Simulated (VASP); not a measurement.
A run of VASP 6.6.1 is set up as follows.

INCAR

```
SYSTEM = HfS2
ALGO     = Normal         ! electronic algorithm
BPARAM   = 11.95        
CPARAM   = 0.0093       
EDIFF    = 1E-7           ! SCF threshold, eV
EDIFFG   = -0.005         ! ionic threshold
ENCUT    = 600            ! plane-wave cutoff, eV
IBRION   = 2              ! ionic algorithm
ISIF     = 3              ! what is computed and relaxed
ISMEAR   = 0              ! smearing method
IVDW_NL  = 2            
LASPH    = .TRUE.         ! aspherical terms in the spheres
LCHARG   = .FALSE.        ! write CHGCAR
LMIXTAU  = .TRUE.       
LREAL    = .FALSE.        ! projectors in reciprocal space
LUSE_VDW = .TRUE.       
LWAVE    = .FALSE.        ! write WAVECAR
METAGGA  = R2SCAN         ! meta-GGA
NELM     = 80             ! most SCF steps
NSW      = 90             ! ionic steps
PREC     = Accurate       ! precision mode
SIGMA    = 0.03           ! smearing width, eV
```

Contents of KPOINTS:

```
k-points
0
G
  9 9 5
  0 0 0
```

Contents of POSCAR:

```
HfS2                                    
1.0
    3.6232503688     -0.0000000000      0.0000000000
   -1.8116251844      3.1378268636     -0.0000000000
   -0.0000000000     -0.0000000000      5.8724956987
  Hf              S             
     1     2
Direct
     1.0000000000000000    0.0000000000000000    0.0000000000000000
     0.6666666699999979    0.3333333300000021    0.7554872221503143
     0.3333333300000021    0.6666666699999979    0.2445127778496854
```

Potentials or basis: VASP PAW PBE potentials, release 64 (Hf_pv, S).

Launch:

```bash
$ cat potpaw_PBE.64/Hf_pv/POTCAR potpaw_PBE.64/S/POTCAR > POTCAR
$ mpirun -np 1 vasp_std > vasp.out
```

Task: Predict the band gap on the k mesh.

Result: 1.39 eV, indirect (least direct gap 2.26 eV).

Task: Predict the space group after relaxing (to 0.05 Å).

Result: P-3m1 (No. 164).

Final structure:
```cif
data_structure
_symmetry_space_group_name_H-M 'P 1'
_symmetry_Int_Tables_number 1
_cell_length_a 3.6244
_cell_length_b 3.6244
_cell_length_c 5.8718
_cell_angle_alpha 90.000
_cell_angle_beta 90.000
_cell_angle_gamma 120.000
_cell_volume 66.80
loop_
_atom_site_label
_atom_site_type_symbol
_atom_site_fract_x
_atom_site_fract_y
_atom_site_fract_z
_atom_site_occupancy
Hf1 Hf 0.00000 0.00000 0.00000 1
S1 S 0.66667 0.33333 0.75557 1
S2 S 0.33333 0.66667 0.24443 1
```

Caveat: spin-orbit coupling is left out, which moves the levels of the heavy elements; an odd mesh through Γ misses points on the zone boundary, where band edges often lie.
